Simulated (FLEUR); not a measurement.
The system is Cr.

```
Cr
1.0
     2.71400    0.00000    0.00000
    -1.35700    2.35039    0.00000
     0.00000    0.00000    4.41000
Cr
2
Direct
  0.66667 0.33333 0.75000
  0.33333 0.66667 0.25000
```

This isn't the form of Cr at room conditions, which is bcc.

```yaml
Program: FLEUR MaX-R8.1 (later development tree)
Task: single point
Functional: PBEsol
Potentials_or_basis: all-electron
Basis: FLAPW
Kmax: 4.26 1/bohr
k_mesh: 11 × 11 × 6
Occupations: fermi-dirac, width 0.05 eV
Spin: collinear spin, ferromagnetic start
Starting_moments: "[3.0, 3.0] μB"
Gmax: 13.2 1/bohr
Muffin-tin_radii: Cr 2.3 bohr
lmax: Cr 9
lnonsphr: Cr 9
Local_orbitals_a_species: Cr 5
Max_iterations: 60
Mixing_factor: 0.05
Mixer: Anderson
```

On this cell: largest force under 0.003 eV/Å; net moment 1.65 μB per cell; site moments Cr +0.75 μB; band gap on the k mesh none (metal or under the smearing width).

The same run follows on a disturbed copy (atoms moved at random, drawn with an rms of 0.05 Å):

```
CELL_PARAMETERS angstrom
2.71400 0.00000 0.00000
-1.35700 2.35039 0.00000
0.00000 0.00000 4.41000
ATOMIC_POSITIONS crystal
Cr 0.67792 0.33401 0.74410
Cr 0.33027 0.66015 0.25463
```

Problem. What does the disturbed cell give?

Solution. The energy (extrapolated to zero smearing) moves by +1.0 meV/atom; largest force 0.128 eV/Å; net moment 1.74 μB per cell; site moments Cr +0.79 μB; band gap on the k mesh none (metal or under the smearing width).

Forces on the atoms (eV/Å):
```
Cr   0.034  0.020  0.122
Cr  -0.034 -0.020 -0.122
```
